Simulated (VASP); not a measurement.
The system is Mo.

```
Mo
1.0
     2.80613    0.00000    0.00000
    -1.40307    2.43018    0.00000
     0.00000    0.00000    4.58335
Mo
2
Cartesian
  0.0000 1.6201 3.4375
  1.4031 0.8101 1.1458
```

The cell was built by a generator and needn't be a form met in nature.

```yaml
Program: VASP 6.6.1
Task: relaxation of cell and atoms
Functional: PBE
Potentials_or_basis: VASP PAW PBE potentials, release 64 (Mo_sv)
Cutoff: 600 eV
k_mesh: 8 × 8 × 4
Occupations: gaussian, width 0.05 eV
Spin: no spin polarisation
```

At the start: pressure 6.5 GPa; volume 15.63 Å³/atom.

**Question.** How do energy, volume and symmetry change on relaxing?

**Answer.** Over 11 steps the energy falls by 54.3 meV/atom and the volume is 16.13 Å³/atom (+3.2 %); space group P6_3/mmc (No. 194, to 0.05 Å).

Step by step:
```
step  energy change (eV)  largest force (eV/Å)  pressure (GPa)  volume (Å³)
   1              0.0000                0.0000            6.48        31.26
   2              0.0706                0.0000          -13.40        34.20
   3             -0.0177                0.0000           -0.51        32.14
   4             -0.0177                0.0000           -0.29        32.11
   5             -0.0269                0.0000           -0.33        32.17
   6             -0.0939                0.0000           -0.47        32.29
   7             -0.0039                0.0000            2.38        32.39
   8             -0.1086                0.0000           -0.39        32.33
   9             -0.1086                0.0000           -0.42        32.33
  10             -0.1069                0.0000            2.25        32.00
  11             -0.1087                0.0000            0.03        32.27
```

Final structure:
```
Mo
1.0
     2.75124    0.00000    0.00000
    -1.37562    2.38264    0.00000
     0.00000    0.00000    4.92278
Mo
2
Cartesian
  0.0000 1.5884 3.6921
  1.3756 0.7942 1.2307
```
